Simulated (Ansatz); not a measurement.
**Vanadium, fcc under PBE: ground state and equation of state**

What does PBE give for vanadium in the fcc structure? We relax it, solve it on a dense k-mesh, then scale the cell to 7 volumes from 88 to 112 % of the relaxed one and try a fit of the equation of state. The start is ferromagnetic. The k-meshes are 14×14×14 for the relaxation; 23×23×23 for the dense run; 16×16×16 for the volumes.

This is V in the fcc structure; at room conditions it is bcc.

Method: DFT PBE, plane waves (420 eV) with PAW, scalar-relativistic, in Ansatz 0.2.0.

## (1) Starting point

It takes space group Fm-3m (No. 225, cubic). The conventional cell has a = 3.810 Å, b = 3.810 Å, c = 3.810 Å, α = 90.00°, β = 90.00°, γ = 90.00°. Around V (site symmetry m-3m) lie 12 V at 2.69 Å.

Coordinates:

```cif
data_structure
_symmetry_space_group_name_H-M 'Fm-3m'
_symmetry_Int_Tables_number 225
_cell_length_a 3.8100
_cell_length_b 3.8100
_cell_length_c 3.8100
_cell_angle_alpha 90.000
_cell_angle_beta 90.000
_cell_angle_gamma 90.000
_cell_volume 55.31
loop_
_atom_site_label
_atom_site_type_symbol
_atom_site_symmetry_multiplicity
_atom_site_Wyckoff_symbol
_atom_site_fract_x
_atom_site_fract_y
_atom_site_fract_z
_atom_site_occupancy
V1 V 4 a 0.00000 0.00000 0.00000 1
```

The atoms start with moments of +1 μB.

## (2) Relaxation of the cell

Contents of input.yaml:

```yaml
crystal:
  lattice:
    - [0.0, 1.9050006274, 1.9050006274]
    - [1.9050006274, 0.0, 1.9050006274]
    - [1.9050006274, 1.9050006274, 0.0]
  atoms:
    - { symbol: V, position: [0.0, 0.0, 0.0], spin: 1.0 }
hamiltonian:
  xc: pbe
  pseudopotentials:
    kind: paw
    azcp:
      V: "pseudopotentials/V.paw.azcp"
basis:
  ecutwfc: 420
  fft_grid_basis: typed
kpoints:
  mp_grid: { grid: [14, 14, 14], shift: [0, 0, 0] }
magnetization:
  spin_polarized: true
scf:
  occupations: { method: fermi_dirac, width: 0.05 }
relax:
  max_steps: 60
  f_tol: 0.01
  cell: {}
```

Launch:

```bash
ansatz run input.yaml --threads 2 --pin off --max-ram 6144MiB --backend cpu --events-out ev --progress --plain --runs-dir out
```

The runs that follow: Single point on a dense mesh; Equation of state: 88 %; Equation of state: 92 %; Equation of state: 96 %; Equation of state: 100 %; Equation of state: 104 %; Equation of state: 108 %; Equation of state: 112 %.

Before running it: what results should come out? Wanted: space group; conventional cell; volume; shortest distance; gap on the mesh; magnetic state; relative to bcc; V₀, B₀, B₀′.

**Answer**, as computed:

```
                      quantity                         value
space group (spins left aside)               Fm-3m (No. 225)
             conventional cell                   a = 3.817 Å
                        volume                13.904 Å³/atom
             shortest distance                       2.699 Å
               gap on the mesh  none (levels filled in part)
                magnetic state                  non-magnetic
               relative to bcc                 +244 meV/atom
                   V₀, B₀, B₀′  13.900 Å³/atom, 176 GPa, 3.8
```

In words: The relaxation enlarged the cell by 0.6 % in volume. Against the reference form of vanadium (bcc, computed apart with the same settings) it stands 244 meV/atom higher, so it is far from stable. The moments die out: the run ends non-magnetic. No gap shows: it is a metal or semimetal at this level. The fitted modulus is 176 GPa. Relaxation kept the symmetry; phonons were not checked.
